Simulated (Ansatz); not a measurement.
Molecular dynamics on a 2×2×2 supercell (16 atoms) of CdO (rocksalt), relaxed with r2SCAN. Forces come from PBEsol in Ansatz 0.2.0: Langevin thermostat and barostat (NPT), 2200 K, steps of 1 fs. Spin polarisation is off, nuclei are classical, and the run is far too short for thermal averages.

```yaml
crystal:
  lattice:
    - [0.0, 4.7060027646, 4.7060027646]
    - [4.7060027646, 0.0, 4.7060027646]
    - [4.7060027646, 4.7060027646, 0.0]
  atoms:
    - { symbol: Cd, position: [0.0, 0.0, 0.0] }
    - { symbol: O, position: [0.25, 0.25, 0.25] }
    - { symbol: Cd, position: [0.0, 0.0, 0.5] }
    - { symbol: O, position: [0.25, 0.25, 0.75] }
    - { symbol: Cd, position: [0.0, 0.5, 0.0] }
    - { symbol: O, position: [0.25, 0.75, 0.25] }
    - { symbol: Cd, position: [0.0, 0.5, 0.5] }
    - { symbol: O, position: [0.25, 0.75, 0.75] }
    - { symbol: Cd, position: [0.5, 0.0, 0.0] }
    - { symbol: O, position: [0.75, 0.25, 0.25] }
    - { symbol: Cd, position: [0.5, 0.0, 0.5] }
    - { symbol: O, position: [0.75, 0.25, 0.75] }
    - { symbol: Cd, position: [0.5, 0.5, 0.0] }
    - { symbol: O, position: [0.75, 0.75, 0.25] }
    - { symbol: Cd, position: [0.5, 0.5, 0.5] }
    - { symbol: O, position: [0.75, 0.75, 0.75] }
kpoints:
  mp_grid: { grid: [2, 2, 2] }
hamiltonian:
  xc: pbesol
scf:
  occupations: { method: fermi_dirac, width: 0.19 }
md:
  ensemble: npt_langevin
  temperature: 2200
  timestep: 1.0
  n_steps: 20
  initial_velocities: maxwell_boltzmann
  seed: 6195
```

Command: `ansatz run input.yaml --threads 4 --pin off --max-ram 3686MiB --backend cpu --events-out ev --progress --plain --runs-dir out`. Wall time 55 s on 4 threads of Arm Neoverse V2, with other jobs on the host, load about 1.0 per core; peak host memory 0.97 GiB.

Task: How do temperature and energy develop?

Result: The temperature starts at 2062 K, is lowest at step 19 (1242 K, 19 fs) and ends at 1258 K. The thermostat hasn't had time to restore it. The atoms start on their lattice sites with kinetic energy alone, so much of it first passes into potential energy.
```csv
step,t (fs),T (K),free energy F from step 0 (meV/atom),kinetic energy (meV/atom),pressure (GPa),volume (Å³/atom),largest force (eV/Å)
0,0,2062,0.0,266.6,1.08,13.03,0.00
1,1,2207,0.5,285.3,1.26,13.03,0.17
2,2,2209,2.1,285.6,1.32,13.03,0.33
3,3,2253,4.7,291.2,1.46,13.03,0.48
4,4,2342,8.4,302.7,1.70,13.03,0.63
5,5,2284,13.2,295.2,1.84,13.03,0.78
6,6,2096,19.2,271.0,1.88,13.03,0.94
7,7,1975,26.0,255.3,2.00,13.03,1.13
8,8,2112,33.8,273.0,2.43,13.03,1.33
9,9,2070,42.7,267.6,2.71,13.03,1.53
10,10,2005,52.6,259.1,3.00,13.04,1.72
11,11,1875,63.2,242.4,3.24,13.04,1.88
12,12,1819,74.3,235.1,3.58,13.04,2.05
13,13,1781,85.7,230.2,3.94,13.04,2.23
14,14,1754,96.8,226.7,4.27,13.05,2.40
15,15,1594,107.1,206.0,4.43,13.05,2.53
16,16,1533,116.5,198.2,4.63,13.06,2.62
17,17,1490,124.9,192.5,4.76,13.07,2.68
18,18,1380,131.9,178.4,4.75,13.09,2.67
19,19,1242,137.4,160.6,4.62,13.10,2.66
20,20,1258,142.1,162.6,4.61,13.12,2.66
```

Positions (Å) and forces (eV/Å) at step 20:
```
cell (Å): 0.000 4.717 4.717; 4.717 0.000 4.717; 4.717 4.717 0.000
Cd  -0.041  -0.047   0.002    -0.628  -0.191  -0.078
O    2.409   2.188   2.374     0.156   1.082  -1.095
Cd   2.299   2.306  -0.051     0.404   0.233   0.979
O    4.700   4.976   2.433    -0.050  -1.977  -0.638
Cd   2.356  -0.080   2.324    -0.719   0.577   0.626
O    4.607   2.395   4.859     1.138  -0.118  -2.373
Cd   4.817   2.324   2.448    -0.620  -0.344   0.080
O    7.058   5.062   4.721     0.300  -1.570   0.458
Cd  -0.018   2.319   2.224     1.102   1.285   1.581
O    2.306   4.604   4.714    -0.268   2.490  -0.514
Cd   2.296   4.702   2.349    -0.111  -0.052  -0.825
O    5.071   7.076   5.045    -2.149   0.323  -0.417
Cd   2.401   2.572   4.674     0.366  -2.621  -0.226
O    4.491   4.564   6.999     1.725   0.479   0.313
Cd   4.644   4.719   4.554     0.854   0.687   1.424
O    7.274   7.079   7.203    -1.500  -0.284   0.706
```
